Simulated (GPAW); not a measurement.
PtS2, 3 atoms in the cell. It takes space group P-3m1 (No. 164, trigonal). The conventional cell has a = 3.543 Å, b = 3.543 Å, c = 5.039 Å, α = 90.00°, β = 90.00°, γ = 120.00°. Around Pt (site symmetry -3m) lie 6 S at 2.34 Å. Around S (site symmetry 3m) lie 3 Pt at 2.34 Å. 

| Quantity | Value |
| --- | --- |
| Program | GPAW 26.7.0 |
| Task | single point |
| Functional | BLYP |
| Potentials or basis | PAW data sets generated in the run's folder for this functional |
| Cutoff | 600 eV |
| Basis | pw |
| k mesh | 9 × 9 × 5 |
| Occupations | fermi-dirac, width 0.05 eV |
| Spin | no spin polarisation |
| Eigensolver | davidson |
| Maxiter | 150 |

Potentials or basis: PAW data sets generated in the run's folder for this functional, pw.

The run is started by

```sh
$ gpaw-setup -f BLYP Pt S
$ OMP_NUM_THREADS=1 python run.py
```

Hardware: 1 thread of Arm Neoverse V2 (shared host).

Estimate the wall time of this run.

It took 42 s on 1 thread of Arm Neoverse V2 (shared host), peak memory 0.2 GiB. Counts: scf iterations 11, plane waves 1863, bands 26, k points 50.
